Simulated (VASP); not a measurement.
# InP (F-43m) in VASP: a series of runs

Aim: see how the results for InP move with the level of theory and the settings. Levels: PBE, LDA. Tasks: relaxation of cell and atoms.

All numbers are computed with VASP 6.6.1; they aren't measurements. Logs are shortened: lines on timing, memory, paths and dates and some standing lists are left out, and cuts for length are marked.

**1. The structure**

Symmetry: F-43m, No. 216, cubic system. Conventional cell: a = 5.869 Å, b = 5.869 Å, c = 5.869 Å, α = 90.00°, β = 90.00°, γ = 90.00°. In (site symmetry -43m) has 4 P at 2.54 Å as nearest neighbours. P (site symmetry -43m) is surrounded by 4 In at 2.54 Å.

The cell was built by a generator and needn't be a form met in nature.

**2. Relaxation of cell and atoms, PBE**

INCAR reads:

```
PREC = Accurate
ENCUT = 600
EDIFF = 1E-7
ISMEAR = 0
SIGMA = 0.02
LREAL = F
LASPH = T
NELM = 80
ALGO = Normal
ISIF = 3
LWAVE = F
LCHARG = F
GGA = PE
IBRION = 2
NSW = 40
EDIFFG = -0.01
KPAR = 2
```

KPOINTS reads:

```
regular mesh
0
Gamma
  8 8 8
```

POSCAR reads:

```
InP
1.0
    0.0000000000      2.9343500000      2.9343500000
    2.9343500000      0.0000000000      2.9343500000
    2.9343500000      2.9343500000      0.0000000000
In P
1 1
Direct
    0.0000000000      0.0000000000      0.0000000000
    0.2500000000      0.2500000000      0.2500000000
```

Potentials or basis: VASP PAW PBE potentials, release 64 (In_d, P).

The run is started by

```bash
> cat potpaw_PBE.64/In_d/POTCAR potpaw_PBE.64/P/POTCAR > POTCAR
> mpirun -np 2 vasp_std > vasp.out
```

OUTCAR:

```text
PREC = Accurate
   ENCUT = 600
   EDIFF = 1E-7
   ISMEAR = 0
   LREAL = F
   LASPH = T
   NELM = 80
   ISIF = 3
   GGA = PE
   IBRION = 2
   NSW = 40
   EDIFFG = -0.01

 ion  position               nearest neighbor table
   1  0.000  0.000  0.000-   2 2.54   2 2.54   2 2.54   2 2.54
   2  0.250  0.250  0.250-   1 2.54   1 2.54   1 2.54   1 2.54

  LATTYP: Found a face centered cubic cell.
 ALAT       =     5.8687000000

  Lattice vectors:

 A1 = (   0.0000000000,   2.9343500000,   2.9343500000)
 A2 = (   2.9343500000,   0.0000000000,   2.9343500000)
 A3 = (   2.9343500000,   2.9343500000,   0.0000000000)

Analysis of symmetry for initial positions (statically):
=====================================================================
 Subroutine PRICEL returns:
 Original cell was already a primitive cell.

 Routine SETGRP: Setting up the symmetry group for a
 face centered cubic supercell.

 Subroutine GETGRP returns: Found 24 space group operations
 (whereof 24 operations were pure point group operations)
 out of a pool of 48 trial point group operations.

The static configuration has the point symmetry T_d .

Analysis of symmetry for dynamics (positions and initial velocities):
=====================================================================
 Subroutine PRICEL returns:
 Original cell was already a primitive cell.

 Routine SETGRP: Setting up the symmetry group for a
 face centered cubic supercell.

 Subroutine GETGRP returns: Found 24 space group operations
 (whereof 24 operations were pure point group operations)
 out of a pool of 48 trial point group operations.

The dynamic configuration has the point symmetry T_d .

 Subroutine INISYM returns: Found 24 space group operations
 (whereof 24 operations are pure point group operations),
 and found     1 'primitive' translations

----------------------------------------------------------------------------------------

                                     Primitive cell

  volume of cell :      50.5319

  direct lattice vectors                    reciprocal lattice vectors
     0.000000000  2.934350000  2.934350000    -0.170395488  0.170395488  0.170395488
     2.934350000  0.000000000  2.934350000     0.170395488 -0.170395488  0.170395488
     2.934350000  2.934350000  0.000000000     0.170395488  0.170395488 -0.170395488

  length of vectors
     4.149797567  4.149797567  4.149797567     0.295133642  0.295133642  0.295133642

  position of ions in fractional coordinates (direct lattice)
     0.000000000  0.000000000  0.000000000
     0.250000000  0.250000000  0.250000000

  ion indices of the primitive-cell ions
   primitive index   ion index
                 1           1
                 2           2

----------------------------------------------------------------------------------------

 KPOINTS: regular mesh

Automatic generation of k-mesh.
 Grid dimensions read from file:
 generate k-points for:    8    8    8

 Generating k-lattice:

  Cartesian coordinates                     Fractional coordinates (reciprocal lattice)
    -0.021299436  0.021299436  0.021299436     0.125000000  0.000000000  0.000000000
     0.021299436 -0.021299436  0.021299436     0.000000000  0.125000000  0.000000000
     0.021299436  0.021299436 -0.021299436     0.000000000  0.000000000  0.125000000

  Length of vectors
     0.036891705  0.036891705  0.036891705

  Shift w.r.t. Gamma in fractional coordinates (k-lattice)
     0.000000000  0.000000000  0.000000000

 Subroutine IBZKPT returns following result:
 ===========================================

 Found     29 irreducible k-points:

 Following reciprocal coordinates:
            Coordinates               Weight
  0.000000  0.000000  0.000000      1.000000
  0.125000  0.000000  0.000000      8.000000
  0.250000  0.000000  0.000000      8.000000
  0.375000  0.000000  0.000000      8.000000
  0.500000  0.000000  0.000000      4.000000
  0.125000  0.125000  0.000000      6.000000
[... 16 lines left out ...]
  0.500000  0.250000  0.125000     48.000000
 -0.375000  0.250000  0.125000     24.000000
 [... further k-points ...]
   k-points           NKPTS =     29   k-points in BZ     NKDIM =     29   number of bands    NBANDS=     13
   number of dos      NEDOS =    301   number of ions     NIONS =      2
   total plane-waves  NPLWV =  46656
   dimension x,y,z NGX =    36 NGY =   36 NGZ =   36
   dimension x,y,z NGXF=    72 NGYF=   72 NGZF=   72
   ions per type =               1   1
   NGX,Y,Z   is equivalent  to a cutoff of  14.42, 14.42, 14.42 a.u.
   NGXF,Y,Z  is equivalent  to a cutoff of  28.84, 28.84, 28.84 a.u.
 SYSTEM =  unknown system
   PREC   = accura    normal or accurate (medium, high low for compatibility)
   ISTART =      0    job   : 0-new  1-cont  2-samecut
   ICHARG =      2    charge: 1-file 2-atom 10-const
   ISPIN  =      1    spin polarized calculation?
   LNONCOLLINEAR =      F non collinear calculations
   LSORBIT =      F    spin-orbit coupling
   LASPH  =      T    aspherical Exc in radial PAW
   ENCUT  =  600.0 eV  44.10 Ry    6.64 a.u.   8.29  8.29  8.29*2*pi/ulx,y,z
   NELM   =     80;   NELMIN=  2; NELMDL= -5     # of ELM steps
   EDIFF  = 0.1E-06   stopping-criterion for ELM
   LREAL  =      F    real-space projection
   EDIFFG = -.1E-01   stopping-criterion for IOM
   NSW    =     40    number of steps for IOM
   IBRION =      2    ionic relax: 0-MD 1-quasi-New 2-CG
   NFREE  =      1    steps in history (QN), initial steepest desc. (CG)
   ISIF   =      3    stress and relaxation
   ISYM   =      2    0-nonsym 1-usesym 2-fastsym
   POTIM  = 0.5000    time-step for ionic-motion
   TEBEG  =    0.0;   TEEND  =   0.0 temperature during run
   PSTRESS=    0.0 pullay stress
   NELECT =      18.0000    total number of electrons
   NUPDOWN=      -1.0000    fix difference up-down
   EMIN   =  10.00;   EMAX   =-10.00  energy-range for DOS
   EFERMI =   0.00;   METHOD = LEGACY
   ISMEAR =     0;   SIGMA  =   0.02  broadening in eV -4-tet -1-fermi 0-gaus
   EFERMI_NEDOS =   21; number of points for ismear=-14 and -15
   IALGO  =     38    algorithm
   IMIX   =      4    mixing-type and parameters
     AMIX     =   0.40;   BMIX     =  1.00
     AMIX_MAG =   1.60;   BMIX_MAG =  1.00
  volume/ion in A,a.u.               =      25.27       170.50
  Fermi-wavevector in a.u.,A,eV,Ry     =   1.160496  2.193020 18.323668  1.346752
  Thomas-Fermi vector in A             =   2.297078
   LORBIT       =      0    0 simple, 1 ext, 2 COOP (PROOUT), +10 PAW based schemes
   GGA     = PE    functional components
   LHFCALC =     F    Hartree Fock is set to
   AEXX    =    0.0000 exact exchange contribution
   IVDW    =     0    specifies the selected vdW correction
   LEPSILON=     F    determine dielectric tensor
   LRPA    =     F    only Hartree local field effects (RPA)
 conjugate gradient relaxation of ions
 non-spin polarized calculation
 Gauss-broadening in eV      SIGMA  =   0.02
  energy-cutoff  :      600.00
  volume of cell :       50.53
 maximum number of plane-waves:      1708
 NGX is ok and might be reduce to    36
   NGX = 17   NGY = 17   NGZ = 17

--------------------------------------- Ionic step        1  -------------------------------------------

 number of electron      17.9999998 magnetization

 Free energy of the ion-electron system (eV)
  ---------------------------------------------------
  ext. energy  EPLUGINS =         0.00000000
  ---------------------------------------------------
  free energy    TOTEN  =        -8.38481533 eV

  energy without entropy =       -8.38481533  energy(sigma->0) =       -8.38481533

------------------------ aborting loop because EDIFF is reached ----------------------------------------

  FORCE on cell =-STRESS in cart. coord.  units (eV):
  Direction    XX          YY          ZZ          XY          YZ          ZX
  --------------------------------------------------------------------------------------
  -------------------------------------------------------------------------------------
  Total        0.9525139      0.9525139      0.9525139      0.0000000      0.0000000      0.0000000
  in kB       30.2006424     30.2006424     30.2006424      0.0000000      0.0000000      0.0000000
  external PRESSURE =      30.2006424 kB  Pullay stress =       0.0000000 kB
[... 57 lines left out ...]
  energy  without entropy=       -8.4010238895  energy(sigma->0) =       -8.40102389

--------------------------------------- Ionic step        3  -------------------------------------------

 number of electron      17.9999999 magnetization

 Free energy of the ion-electron system (eV)
  ---------------------------------------------------
  ext. energy  EPLUGINS =         0.00000000
  ---------------------------------------------------
  free energy    TOTEN  =        -8.40600205 eV

  energy without entropy =       -8.40600205  energy(sigma->0) =       -8.40600205

 E-fermi :   4.7683     XC(G=0):  -9.0653

 val. band max:        4.6645581254   @ k =   0.0000   0.0000   0.0000
 cond. band min:       5.1068703163   @ k =   0.0000   0.0000   0.0000
 fundamental gap:      0.4423121909
 Fermi energy:         4.7682589267

 k-point     1 :       0.0000    0.0000    0.0000
  band No.  band energies     occupation
      1      -9.4330      2.00000
      2      -9.4330      2.00000
      3      -9.4330      2.00000
      4      -9.3042      2.00000
      5      -9.3042      2.00000
      6      -6.5263      2.00000
      7       4.6646      2.00000
      8       4.6646      2.00000
      9       4.6646      2.00000
     10       5.1069      0.00000
     11       8.7532      0.00000
     12       8.7532      0.00000
     13       8.7532      0.00000
[... 353 lines left out ...]
 k-point    24 :      -0.3750    0.2500    0.1250
  band No.  band energies     occupation
      1      -9.5430      2.00000
      2      -9.3920      2.00000
      3      -9.3752      2.00000
      4      -9.3083      2.00000
      5      -9.2931      2.00000
      6      -4.6695      2.00000
      7      -0.6600      2.00000
      8       2.1385      2.00000
      9       3.1524      2.00000
     10       7.6878      0.00000
     11       8.8725      0.00000
     12      10.4364      0.00000
     13      11.7408      0.00000

 [... further k-points ...]

------------------------ aborting loop because EDIFF is reached ----------------------------------------

  FORCE on cell =-STRESS in cart. coord.  units (eV):
  Direction    XX          YY          ZZ          XY          YZ          ZX
  --------------------------------------------------------------------------------------
  -------------------------------------------------------------------------------------
  Total        0.0024985      0.0024985      0.0024985      0.0000000      0.0000000      0.0000000
  in kB        0.0757032      0.0757032      0.0757032      0.0000000      0.0000000      0.0000000
  external PRESSURE =       0.0757032 kB  Pullay stress =       0.0000000 kB
[... 17 lines left out ...]
  FREE ENERGIE OF THE ION-ELECTRON SYSTEM (eV)
  ---------------------------------------------------
  free  energy   TOTEN  =        -8.4060020513 eV

  energy  without entropy=       -8.4060020513  energy(sigma->0) =       -8.40600205

 reached required accuracy - stopping structural energy minimisation
```

It took 73 s on 2 MPI ranks of Intel Xeon Platinum 8375C at 2.90GHz (Ice Lake), shared host; peak memory 0.22 GiB.

Results:

| Quantity | Value |
| --- | --- |
| Free energy | -8.4060 eV |
| Relaxed volume | 26.44 Å³/atom |
| Relaxed cell | a = 4.213 Å, b = 4.213 Å, c = 4.213 Å, α = 60.00°, β = 60.00°, γ = 60.00° |
| Space group after relaxing (to 0.05 Å) | F-43m (No. 216) |
| Energy gained by relaxing | 10.6 meV/atom |
| Ionic steps | 3 |
| Pressure after relaxing | 0.0 GPa |
| Band gap on the k mesh | 0.44 eV, direct |

Step by step:
```csv
step,energy change (eV),largest force (eV/Å),pressure (GPa),volume (Å³)
1,0.0000,0.0000,3.02,50.53
2,-0.0162,0.0000,-1.28,54.10
3,-0.0212,0.0000,0.01,52.88
```

Final structure:
```
CELL_PARAMETERS angstrom
0.00000 2.97910 2.97910
2.97910 0.00000 2.97910
2.97910 2.97910 0.00000
ATOMIC_POSITIONS crystal
In 0.00000 0.00000 0.00000
P 0.25000 0.25000 0.25000
```

Levels at points of the mesh, in eV from the valence-band top:
```
           k point  band 7  band 8  band 9  band 10  band 11  band 12
(0.00, 0.00, 0.00)    0.00    0.00    0.00     0.44     4.09     4.09
(0.50, 0.00, 0.00)   -5.48   -0.90   -0.90     1.38     4.80     4.80
(0.50, 0.50, 0.00)   -5.54   -2.16   -2.16     1.84     2.26     8.91
```

Caveat: spin-orbit coupling is left out, which moves the levels of the heavy elements.

**3. Relaxation of cell and atoms, LDA**

INCAR reads:

```
SYSTEM = InP
ALGO     = Fast           ! electronic algorithm
EDIFF    = 1E-6           ! SCF threshold, eV
EDIFFG   = -0.02          ! ionic threshold
ENCUT    = 600            ! plane-wave cutoff, eV
IBRION   = 2              ! ionic algorithm
ISIF     = 3              ! what is computed and relaxed
ISMEAR   = 0              ! smearing method
KPAR     = 2            
LASPH    = .TRUE.         ! aspherical terms in the spheres
LCHARG   = .FALSE.        ! write CHGCAR
LREAL    = .FALSE.        ! projectors in reciprocal space
LWAVE    = .FALSE.        ! write WAVECAR
NELM     = 100            ! most SCF steps
NSW      = 60             ! ionic steps
PREC     = Accurate       ! precision mode
SIGMA    = 0.02           ! smearing width, eV
```

KPOINTS reads:

```
k-points
0
G
  8 8 8
  0 0 0
```

POSCAR is that of step 2.

Potentials or basis: VASP PAW LDA potentials, release 64 (In_d, P).

The run is started by

```bash
> cat potpaw_LDA.64/In_d/POTCAR potpaw_LDA.64/P/POTCAR > POTCAR
> mpirun -np 2 vasp_std > vasp.out
```

Wall time 40 s (2 MPI ranks of Intel Xeon Platinum 8488C (Sapphire Rapids), shared host); peak memory 0.18 GiB.

The run converged. Its results:

- Free energy: -9.6724 eV
- Relaxed volume: 24.74 Å³/atom
- Relaxed cell: a = 4.121 Å, b = 4.121 Å, c = 4.121 Å, α = 60.00°, β = 60.00°, γ = 60.00°
- Space group after relaxing (to 0.05 Å): F-43m (No. 216)
- Energy gained by relaxing: 2.3 meV/atom
- Ionic steps: 3
- Pressure after relaxing: -0.1 GPa
- Band gap on the k mesh: 0.60 eV, direct

Step by step:
| step | energy change (eV) | largest force (eV/Å) | pressure (GPa) | volume (Å³) |
| --- | --- | --- | --- | --- |
| 1 | 0.0000 | 0.0000 | -1.36 | 50.53 |
| 2 | -0.0034 | 0.0000 | 0.81 | 48.98 |
| 3 | -0.0046 | 0.0000 | -0.07 | 49.49 |

Final structure:
```yaml
crystal:
  lattice:
    - [0.00000, 2.91398, 2.91398]
    - [2.91398, 0.00000, 2.91398]
    - [2.91398, 2.91398, 0.00000]
  atoms:
    - { symbol: In, position: [0.00000, 0.00000, 0.00000] }
    - { symbol: P, position: [0.25000, 0.25000, 0.25000] }
```

Levels at points of the mesh, in eV from the valence-band top:
| k point | band 6 | band 7 | band 8 | band 9 | band 10 | band 11 | band 12 | band 13 |
| --- | --- | --- | --- | --- | --- | --- | --- | --- |
| (0.00, 0.00, 0.00) | -11.66 | 0.00 | 0.00 | 0.00 | 0.60 | 3.96 | 3.96 | 3.96 |
| (0.50, 0.00, 0.00) | -9.85 | -5.92 | -1.02 | -1.02 | 1.37 | 4.70 | 4.70 | 6.93 |
| (0.50, 0.50, 0.00) | -9.16 | -5.94 | -2.42 | -2.42 | 1.57 | 2.12 | 9.10 | 9.54 |

Caveat: spin-orbit coupling is left out, which moves the levels of the heavy elements.
